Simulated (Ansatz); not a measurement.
# Sn: squeezing one contact, part 2 of 2

How do energy and force answer when the Sn1–Sn2 bond of Sn is squeezed or stretched? Methods of the runs shown: LAPW and crystal datasets. Companion runs by PAW are cited. Its runs: the reference run (LAPW); shortest bond scaled by 1 (crystal datasets); shortest bond scaled by 0.82 (LAPW); shortest bond scaled by 0.76 (LAPW and crystal datasets); shortest bond scaled by 0.64 (LAPW); shortest bond scaled by 0.58 (LAPW and crystal datasets).

Ansatz 0.2.0; DFT PBEsol; a database cell (COD). «Crystal datasets» are all-electron PAW datasets made for this crystal. The steps go on from the part before.

## (8) Shortest bond scaled by 0.58, LAPW

The input, input.yaml:

```yaml
crystal:
  lattice:
    - [0.0, 3.2333428, 3.2333428]
    - [3.2333428, 0.0, 3.2333428]
    - [3.2333428, 3.2333428, 0.0]
  atoms:
    - { symbol: Sn, position: [-0.1575, 0.0525, 0.0525] }
    - { symbol: Sn, position: [0.4075, 0.1975, 0.1975] }
kpoints:
  mp_grid: { grid: [8, 8, 8] }
scf:
  occupations: { method: fermi_dirac, width: 0.05 }
hamiltonian:
  xc: pbesol
  pseudopotentials: { kind: all_electron, lapw: { basis_error: 0.001 } }
output:
  forces: true
  stress: true
  eigenvalues: true
  populations: true
```

Run with:

```sh
$ ansatz run input.yaml --threads 1 --pin off --max-ram 2048MiB --backend cpu --events-out ev --progress --plain --runs-dir out
```

The program printed, shortened:

```text
Sn: projections on atomic orbitals take those of the free atom 1s2 2s2 2p6 3s2 3p6 3d10 4s2 4p6 4d10 5s2 5p2, of charge +0.00 (hamiltonian.pseudopotentials.projection_atoms)
LAPW: plane waves up to 14.940 Å⁻¹, error target 1.0e-3 eV per atom; small_component_spin mean_spin; Sn in spheres of 0.812 Å, 40 of its electrons in bands, Dirac shells []
[...]
Pseudopotentials: kind: all_electron
Pseudopotential: Sn, LAPW, valence charge 40, Koelling and Harmon's equation, gaussian nucleus
Functional definition: PBEsol
[...]
Crystal: 2 atoms, lattice volume = 67.606 Å³
Basis set: ecut = 850.388275246375 eV, 3839 PW (Γ), exchange–correlation at level 2
Bands: 48, of which v1, the nominal top of the filled ones, is band 40 counted from 1 (39 counted from 0)
Symmetry: 12 space group operations
Space group: R-3m (ITA 166), of the structure as read, at distance tolerance 4.1e-5 Å
k-points: 65 of 512
[...]
SCF iter   7: F=-336006.896406 eV  HF=-336006.896406 eV  |F-HF|=7.97e-9  |Δ(HF+E_count)|=   2.86e-7  Δρ=5.95e-6  dr2=1.12e-8  ethr=1.42e-9  ⟨swp⟩=3.0  Hψ=9098  notcnv=0
[...]
SCF converged after 7 iterations
Free energy (F): -336006.896406 eV
[...]
E sigma→0 (E₀):  -336006.892925 eV
Entropy (-TS):   -0.006961 eV (-3.481 meV/atom)
Fermi energy:    9.469830 eV
[...]
--- Forces (eV/Å), atoms counted from 1 ---
  atom   1  Sn   -48.44165253    48.44165253    48.44165253
  atom   2  Sn    48.44165253   -48.44165253   -48.44165253
[...]
--- Stress (GPa, compression-positive) ---
      104.877906    -106.803247    -106.803247
     -106.803247     104.877906     106.803247
     -106.803247     106.803247     104.877906
  P = ⅓ Tr σ = 104.8779 GPa (1048.779 kbar)
--- Band table (eV; the first three rows and the last of 65) ---
[...]
--- Löwdin populations: 2 sites ---
  site symbol       q [e]
     0     Sn     49.9482
     1     Sn     49.9482
  spilling = 0.001036 (of n_electrons = 100.000000)
```

Run time: 4.1 min. Hardware: 1 thread of Arm Neoverse V1, shared host; peak memory 1.2 GiB.

This run gives: pressure 104.88 GPa; no gap; largest force 83.903 eV/Å.

## (9) Shortest bond scaled by 0.58, crystal datasets

Edit input.yaml of step 8 so:

```diff
@@ -14,3 +14,3 @@
   xc: pbesol
-  pseudopotentials: { kind: all_electron, lapw: { basis_error: 0.001 } }
+  pseudopotentials: { kind: all_electron, datasets: crystal }
 output:
@@ -19,2 +19,2 @@
   eigenvalues: true
-  populations: true
+  efg: { contact_densities: true }
```

Run with:

```sh
$ ansatz run input.yaml --threads 1 --pin off --max-ram 2048MiB --backend cpu --events-out ev --progress --plain --runs-dir out
```

The program printed, shortened:

```text
[...]
Sn: output.efg is read without spin–orbit coupling, which moves field gradients at and beside such atoms by some per cent and up to a factor of two; PAW files take it under magnetization.noncollinear and magnetization.spin_orbit
[...]
Pseudopotentials: kind: all_electron
Pseudopotential: Sn, paw, valence charge 22, recommended cutoff 920 eV (normal), Koelling and Harmon's equation, gaussian nucleus
Functional definition: PBEsol
[...]
Crystal: 2 atoms, lattice volume = 67.606 Å³
Basis set: ecut = 920 eV, 4279 PW (Γ), exchange–correlation on 96×96×96 points (8 copies of the dense FFT grid, shifted against one another)
Bands: 27, of which v1, the nominal top of the filled ones, is band 22 counted from 1 (21 counted from 0)
Symmetry: 12 space group operations
Space group: R-3m (ITA 166), of the structure as read, at distance tolerance 4.1e-5 Å
k-points: 65 of 512
[...]
Fermi energy:    9.469873 eV
[...]
  The terms above E_closure are by the made datasets' own strengths, without shells solved beside the bands.
--- Forces (eV/Å), atoms counted from 1 ---
  atom   1  Sn   -48.44504537    48.44504537    48.44504537
  atom   2  Sn    48.44504537   -48.44504537   -48.44504537
[...]
--- Stress (GPa, compression-positive) ---
      104.885594    -106.810338    -106.810338
     -106.810338     104.885594     106.810338
     -106.810338     106.810338     104.885594
  P = ⅓ Tr σ = 104.8856 GPa (1048.856 kbar)
--- PAW observables at the nuclei: V_zz in 10²¹ V/m², potentials from the cell's mean, atoms counted from 1 ---
  atom   1  Sn V_zz =   +15.425342   η = 0.0000   by run symmetry: allowed
            electrostatic potential = -8167.507411 V   contact ρ = 1234574.368243 e/Å³
  atom   2  Sn V_zz =   +15.425342   η = 0.0000   by run symmetry: allowed
            electrostatic potential = -8167.507411 V   contact ρ = 1234574.368243 e/Å³
--- Band table (eV; the first three rows and the last of 65) ---
[... band rows left out ...]
[...]
```

It took 68 s on 1 thread of Arm Neoverse V1, shared host; peak memory 1.2 GiB.

Result: pressure 104.89 GPa; no gap; largest force 83.909 eV/Å; Vzz Sn1 15.43 (η = 0.00) (10²¹ V/m²).

## (10) All runs together

The PAW rows are taken from companion runs at the same settings.

Force along the bond: half the difference of the two atoms' forces, positive where it pushes them apart.

```
             method  length (Å)  F from the given length (eV/cell)  force along the bond (eV/Å)  pressure (GPa)  largest force (eV/Å)
               LAPW       1.624                             23.087                       83.903          104.88                83.903
               LAPW       1.792                             12.581                       45.567           59.32                45.567
               LAPW       2.128                              3.482                       14.525           18.05                14.525
               LAPW       2.296                              1.632                        8.103            9.25                 8.103
               LAPW       2.800                              0.000                        0.000            1.53                 0.000
                PAW       1.624                             23.162                       83.804          104.60                83.804
                PAW       1.792                             12.632                       45.846           59.66                45.846
                PAW       2.128                              3.488                       14.558           18.10                14.558
                PAW       2.296                              1.634                        8.119            9.27                 8.119
                PAW       2.800                              0.000                        0.000            1.53                 0.000
PAW (cutoff 800 eV)       1.624                                  –                       83.723          104.49                83.723
   crystal datasets       1.624                                  –                       83.909          104.89                83.909
   crystal datasets       2.128                                  –                       14.526           18.05                14.526
   crystal datasets       2.800                                  –                        0.000            1.53                 0.000
```

## (11) Outcome

What follows sums up all 2 parts.

| quantity | value |
| --- | --- |
| force along the bond, positive apart, at 1.624 Å (LAPW) | 83.90 eV/Å |
| force along the bond, positive apart, at 1.624 Å (PAW) | 83.80 eV/Å |
| force along the bond, positive apart, at 1.624 Å (PAW (cutoff 800 eV)) | 83.72 eV/Å |
| force along the bond, positive apart, at 1.624 Å (crystal datasets) | 83.91 eV/Å |

At 1.62 Å the force along the bond is 83.90 eV/Å by LAPW, and the energy stands 23.09 eV over the given length. With two atoms in the cell whole sublattices move, so the other contacts between the two sublattices change too; at scales over 1 some of them become the shortest. PAW's force differs from LAPW's by at most 279 meV/Å, at 1.79 Å.
